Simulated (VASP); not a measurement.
Here is a VASP 6.6.1 calculation.

POSCAR

```
Sb
1.0
    3.3545324186      0.0000000000      0.0000000000
   -1.6772662093      2.9051102923      0.0000000000
    0.0000000000      0.0000000000      5.4701606500
Sb
2
Direct
    0.6666666667      0.3333333333      0.7500000000
    0.3333333333      0.6666666667      0.2500000000
```

INCAR.step1

```
SYSTEM = Sb
PREC = Accurate
ENCUT = 600
EDIFF = 1E-8
ISMEAR = 0
SIGMA = 0.05
LREAL = .False.
LASPH = .True.
NELM = 60
ALGO = Normal
ISIF = 3
LWAVE = .False.
LCHARG = .False.
METAGGA = R2SCAN
LMIXTAU = .True.
IBRION = 2
NSW = 40
EDIFFG = -0.002
```

INCAR.step2

```
SYSTEM = Sb
PREC = Accurate
ENCUT = 600
EDIFF = 1E-8
ISMEAR = 0
SIGMA = 0.05
LREAL = .False.
LASPH = .True.
NELM = 60
ALGO = Normal
ISIF = 2
LWAVE = .False.
LCHARG = .False.
METAGGA = R2SCAN
LMIXTAU = .True.
IBRION = 6
NFREE = 2
POTIM = 0.015
NSW = 1
```

File KPOINTS:

```
Automatic mesh
0
Gamma
  7 7 4
  0 0 0
```

Potentials or basis: VASP PAW PBE potentials, release 64 (Sb).

Launch:

```console
$ cat potpaw_PBE.64/Sb/POTCAR > POTCAR
$ cp INCAR.step1 INCAR
$ mpirun -np 1 vasp_std > vasp.out
$ cp CONTCAR POSCAR
$ cp INCAR.step2 INCAR
$ mpirun -np 1 vasp_std > vasp.out
```

Problem. What does it give for the highest phonon frequency at Γ?

Solution. 77 cm⁻¹.

Problem. What does it give for the most unstable mode?

Solution. 109i cm⁻¹.

Problem. Estimate the space group after relaxing (to 0.05 Å).

Solution. P6_3/mmc (No. 194).

Phonon frequencies in cm⁻¹ (negative: imaginary):
```tsv
q point	frequencies
(0.000, 0.000, 0.000)	-109 -109 0 0 0 77
```

Caveat: some modes are imaginary. Spin-orbit coupling is left out, which matters for the levels of Sb.
